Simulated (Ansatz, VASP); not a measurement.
# MgO in VASP and in Ansatz

```
CELL_PARAMETERS angstrom
0.00000 2.28201 2.38515
2.28201 0.00000 2.38515
2.28201 2.28201 0.00000
ATOMIC_POSITIONS crystal
Mg 0.00000 0.00000 0.00000
O 0.25000 0.25000 0.25000
```

Change from the starting cell: uniaxial_z strain +4.5%.

Alike in both runs: task single point; functional PBE; k mesh 10 × 10 × 10; occupations fermi-dirac, width 0.02 eV; no spin polarisation.

```csv
,VASP,Ansatz
version,VASP 6.6.1,Ansatz 0.2.0
potentials or method,"VASP PAW PBE potentials, release 64 (Mg, O)","plane waves, PAW"
plane-wave cutoff (eV),520,420
valence electrons in the cell,8,16
```

```csv
,VASP,Ansatz,Ansatz less VASP
gap on the k mesh at the Fermi level (eV),3.35,3.36,+0.017
pressure (GPa),-1.9,-1.5,+0.40
largest component of the traceless stress (GPa),1.58,1.56,-0.017
```

The two sets of potentials don't hold the same shells in valence.
